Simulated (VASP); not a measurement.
# BN (Qingsongite) (F-43m) in VASP: further runs, part 2 of 2

VASP 6.6.1. The steps go on from the part before.

### Step 4. Relaxation of cell and atoms, PBEsol

This run uses another cell than the first one, of 5.86 Å³/atom, 0.993 times its volume.

INCAR

```
SYSTEM = BN
ALGO     = Normal         ! electronic algorithm
EDIFF    = 1E-7           ! SCF threshold, eV
EDIFFG   = -0.005         ! ionic threshold
ENCUT    = 600            ! plane-wave cutoff, eV
GGA      = PS             ! functional
IBRION   = 2              ! ionic algorithm
ISIF     = 3              ! what is computed and relaxed
ISMEAR   = 0              ! smearing method
LASPH    = .True.         ! aspherical terms in the spheres
LCHARG   = .False.        ! write CHGCAR
LREAL    = .False.        ! projectors in reciprocal space
LWAVE    = .False.        ! write WAVECAR
NELM     = 80             ! most SCF steps
NSW      = 90             ! ionic steps
PREC     = Accurate       ! precision mode
SIGMA    = 0.03           ! smearing width, eV
```

KPOINTS

```
k-points
0
Gamma
  14 14 14
  0 0 0
```

POSCAR

```
BN                                      
1.0
    0.0000000000      1.8033209052      1.8033209052
    1.8033209052      0.0000000000      1.8033209052
    1.8033209052      1.8033209052     -0.0000000000
  B               N             
     1     1
Direct
     0.0000000000000000    0.0000000000000000    0.0000000000000000
     0.2500000000000000    0.2500000000000000    0.2500000000000000
```

The run is started by

```sh
$ cat potpaw_PBE.64/B/POTCAR potpaw_PBE.64/N/POTCAR > POTCAR
$ mpirun -np 1 vasp_std > vasp.out
```

Run time: 6.5 s. Hardware: 1 thread of Intel Xeon Platinum 8488C (Sapphire Rapids), shared host; peak memory 0.12 GiB.

The run converged. Its results:

```
Free energy             : -18.3508 eV
Pressure after relaxing : 0.0 GPa
Band gap on the k mesh  : 4.28 eV, indirect (least direct gap 8.79 eV)
```

Final structure:
```cif
data_structure
_symmetry_space_group_name_H-M 'P 1'
_symmetry_Int_Tables_number 1
_cell_length_a 2.5503
_cell_length_b 2.5503
_cell_length_c 2.5503
_cell_angle_alpha 60.000
_cell_angle_beta 60.000
_cell_angle_gamma 60.000
_cell_volume 11.73
loop_
_atom_site_label
_atom_site_type_symbol
_atom_site_fract_x
_atom_site_fract_y
_atom_site_fract_z
_atom_site_occupancy
B1 B 0.00000 0.00000 0.00000 1
N1 N 0.25000 0.25000 0.25000 1
```

Levels at points of the mesh, in eV from the valence-band top:
```csv
k point,band 2,band 3,band 4,band 5,band 6,band 7
"(0.00, 0.00, 0.00)",0.00,0.00,0.00,8.79,8.79,8.79
"(0.50, 0.00, 0.00)",-10.84,-1.96,-1.96,10.18,10.66,10.66
"(0.50, 0.50, 0.00)",-9.01,-4.97,-4.97,4.28,9.13,17.98
```

Caveat: the relaxation stopped at its first step, so nothing moved; the PAW data sets were made with another functional, which shifts forces and pressure a little. A k mesh can miss the band edges.

### Step 5. Relaxation of cell and atoms, PBE

INCAR

```
SYSTEM = BN
PREC = Accurate
ENCUT = 600
EDIFF = 1E-6
ISMEAR = 0
SIGMA = 0.03
LREAL = .False.
LASPH = .True.
NELM = 80
ALGO = Normal
ISIF = 3
LWAVE = .False.
LCHARG = .False.
GGA = PE
IBRION = 2
NSW = 90
EDIFFG = -0.01
```

KPOINTS

```
regular mesh
0
Gamma
  14 14 14
  0 0 0
```

POSCAR

```
BN
1.0
    0.0000000000      1.8075000000      1.8075000000
    1.8075000000      0.0000000000      1.8075000000
    1.8075000000      1.8075000000      0.0000000000
B N
1 1
Direct
    0.0000000000      0.0000000000      0.0000000000
    0.2500000000      0.2500000000      0.2500000000
```

Potentials or basis: VASP PAW PBE potentials, release 64 (B, N).

The run is started by

```sh
$ cat potpaw_PBE.64/B/POTCAR potpaw_PBE.64/N/POTCAR > POTCAR
$ mpirun -np 1 vasp_std > vasp.out
```

OUTCAR:

```text
SYSTEM = BN
   PREC = Accurate
   ENCUT = 600
   EDIFF = 1E-6
   ISMEAR = 0
   LREAL = .False.
   LASPH = .True.
   NELM = 80
   ISIF = 3
   GGA = PE
   IBRION = 2
   NSW = 90
   EDIFFG = -0.01

 ion  position               nearest neighbor table
   1  0.000  0.000  0.000-   2 1.57   2 1.57   2 1.57   2 1.57
   2  0.250  0.250  0.250-   1 1.57   1 1.57   1 1.57   1 1.57

  LATTYP: Found a face centered cubic cell.
 ALAT       =     3.6150000000

  Lattice vectors:

 A1 = (   0.0000000000,   1.8075000000,   1.8075000000)
 A2 = (   1.8075000000,   0.0000000000,   1.8075000000)
 A3 = (   1.8075000000,   1.8075000000,   0.0000000000)

Analysis of symmetry for initial positions (statically):
=====================================================================
 Subroutine PRICEL returns:
 Original cell was already a primitive cell.

 Routine SETGRP: Setting up the symmetry group for a
 face centered cubic supercell.

 Subroutine GETGRP returns: Found 24 space group operations
 (whereof 24 operations were pure point group operations)
 out of a pool of 48 trial point group operations.

The static configuration has the point symmetry T_d .

Analysis of symmetry for dynamics (positions and initial velocities):
=====================================================================
 Subroutine PRICEL returns:
 Original cell was already a primitive cell.

 Routine SETGRP: Setting up the symmetry group for a
 face centered cubic supercell.

 Subroutine GETGRP returns: Found 24 space group operations
 (whereof 24 operations were pure point group operations)
 out of a pool of 48 trial point group operations.

The dynamic configuration has the point symmetry T_d .

 Subroutine INISYM returns: Found 24 space group operations
 (whereof 24 operations are pure point group operations),
 and found     1 'primitive' translations

[... 127 lines left out ...]
 Gauss-broadening in eV      SIGMA  =   0.03
  energy-cutoff  :      600.00
  volume of cell :       11.81
 maximum number of plane-waves:       411
   NGX = 11   NGY = 11   NGZ = 11

--------------------------------------- Ionic step        1  -------------------------------------------

 number of electron       7.9999999 magnetization

 Free energy of the ion-electron system (eV)
  ---------------------------------------------------
  ext. energy  EPLUGINS =         0.00000000
  ---------------------------------------------------
  free energy    TOTEN  =       -17.45344589 eV

  energy without entropy =      -17.45344589  energy(sigma->0) =      -17.45344589

------------------------ aborting loop because EDIFF is reached ----------------------------------------

  FORCE on cell =-STRESS in cart. coord.  units (eV):
  Direction    XX          YY          ZZ          XY          YZ          ZX
  --------------------------------------------------------------------------------------
  -------------------------------------------------------------------------------------
  Total        0.2225031      0.2225031      0.2225031     -0.0000000      0.0000000     -0.0000000
  in kB       30.1843447     30.1843447     30.1843447     -0.0000000      0.0000000     -0.0000000
  external PRESSURE =      30.1843447 kB  Pullay stress =       0.0000000 kB
[... 59 lines left out ...]
--------------------------------------- Ionic step        3  -------------------------------------------

 number of electron       7.9999999 magnetization

 Free energy of the ion-electron system (eV)
  ---------------------------------------------------
  ext. energy  EPLUGINS =         0.00000000
  ---------------------------------------------------
  free energy    TOTEN  =       -17.45432092 eV

  energy without entropy =      -17.45432092  energy(sigma->0) =      -17.45432092

 E-fermi :   7.5328     XC(G=0): -12.7830

 val. band max:        7.3050681433   @ k =   0.0000   0.0000   0.0000
 cond. band min:      11.7563300176   @ k =   0.5000   0.5000   0.0000
 fundamental gap:      4.4512618744
 Fermi energy:         7.5328019558

 k-point     1 :       0.0000    0.0000    0.0000
  band No.  band energies     occupation
      1     -12.8357      2.00000
      2       7.3051      2.00000
      3       7.3051      2.00000
      4       7.3051      2.00000
      5      16.0872      0.00000
      6      16.0872      0.00000
      7      16.0872      0.00000
      8      17.5266      0.00000
[... 243 lines left out ...]
 k-point    24 :       0.2857    0.1429    0.0000
  band No.  band energies     occupation
      1     -11.0828      2.00000
      2       2.2952      2.00000
      3       4.9800      2.00000
      4       5.4570      2.00000
      5      15.5066      0.00000
      6      18.8777      0.00000
      7      19.3900      0.00000
      8      20.0496      0.00000

 [... further k-points ...]

------------------------ aborting loop because EDIFF is reached ----------------------------------------

  FORCE on cell =-STRESS in cart. coord.  units (eV):
  Direction    XX          YY          ZZ          XY          YZ          ZX
  --------------------------------------------------------------------------------------
  -------------------------------------------------------------------------------------
  Total        0.0008359      0.0008359      0.0008359      0.0000000      0.0000000      0.0000000
  in kB        0.1125058      0.1125058      0.1125058      0.0000000      0.0000000      0.0000000
  external PRESSURE =       0.1125058 kB  Pullay stress =       0.0000000 kB
[... 17 lines left out ...]
  FREE ENERGIE OF THE ION-ELECTRON SYSTEM (eV)
  ---------------------------------------------------
  free  energy   TOTEN  =       -17.4543209214 eV

  energy  without entropy=      -17.4543209214  energy(sigma->0) =      -17.45432092

 reached required accuracy - stopping structural energy minimisation
```

OSZICAR:

```text
N       E                     dE             d eps       ncg     rms          rms(c)
DAV:   1     0.153185390781E+02    0.15319E+02   -0.57842E+03  1704   0.113E+03
DAV:   2    -0.181615419951E+02   -0.33480E+02   -0.32239E+02  2352   0.208E+02
DAV:   3    -0.184189387020E+02   -0.25740E+00   -0.25740E+00  1976   0.214E+01
DAV:   4    -0.184191961037E+02   -0.25740E-03   -0.25740E-03  2296   0.608E-01
[... 18 lines left out ...]
DAV:   1    -0.174554164696E+02   -0.20075E-02   -0.34785E-02  1792   0.193E+00    0.241E-01
DAV:   2    -0.174543828866E+02    0.10336E-02   -0.48570E-03  2016   0.558E-01    0.648E-02
DAV:   3    -0.174543361293E+02    0.46757E-04   -0.12312E-04  1920   0.116E-01    0.269E-02
DAV:   4    -0.174543209376E+02    0.15192E-04   -0.21457E-05  1912   0.428E-02    0.720E-03
DAV:   5    -0.174543209214E+02    0.16188E-07   -0.70909E-07  1072   0.746E-03
   3 F= -.17454321E+02 E0= -.17454321E+02  d E =-.875030E-03
```

Wall time 25 s (1 thread of Intel Xeon Platinum 8259CL at 2.50GHz (Skylake/Cascade Lake), shared host); peak memory 0.12 GiB.

Results:

- Free energy: -17.4543 eV
- Relaxed volume: 5.95 Å³/atom
- Relaxed cell: a = 2.563 Å, b = 2.563 Å, c = 2.563 Å, α = 60.00°, β = 60.00°, γ = 60.00°
- Space group after relaxing (to 0.05 Å): F-43m (No. 216)
- Energy gained by relaxing: 0.4 meV/atom
- Ionic steps: 3
- Pressure after relaxing: 0.0 GPa
- Band gap on the k mesh: 4.45 eV, indirect (least direct gap 8.78 eV)

Step by step:
| step | energy change (eV) | largest force (eV/Å) | pressure (GPa) | volume (Å³) |
| --- | --- | --- | --- | --- |
| 1 | 0.0000 | 0.0000 | 3.02 | 11.81 |
| 2 | 0.0000 | 0.0000 | -2.99 | 12.00 |
| 3 | -0.0009 | 0.0000 | 0.01 | 11.90 |

Final structure:
```
CELL_PARAMETERS angstrom
0.00000 1.81228 1.81228
1.81228 0.00000 1.81228
1.81228 1.81228 0.00000
ATOMIC_POSITIONS crystal
B 0.00000 0.00000 0.00000
N 0.25000 0.25000 0.25000
```

A k mesh can miss the band edges. Expect the measured gap to be larger: semilocal functionals such as PBE lack the derivative discontinuity.

### Step 6. Summary

```tsv
task	level	potentials or basis	cell	gap on the mesh (eV)	pressure (GPa)
relaxation of the atoms	LDA	VASP PAW LDA potentials, release 64 (B, N)	atoms relaxed from: a relaxed cell with its volume scaled by 1.06	4.31	-21.1
relaxation of cell and atoms	PBEsol	VASP PAW PBE potentials, release 64 (B, N)	relaxed	4.28	0.0
relaxation of cell and atoms	PBE	VASP PAW PBE potentials, release 64 (B, N)	relaxed	4.45	0.0
```

Alike in all rows: no spin polarisation; k mesh 14 × 14 × 14; cutoff (eV) 600; smearing gaussian 0.03 eV.

Caveats: the relaxation stopped at its first step, so nothing moved (some runs); the PAW data sets were made with another functional, which shifts forces and pressure a little (some runs).

Absolute energies hang on the potentials; compare differences alone.
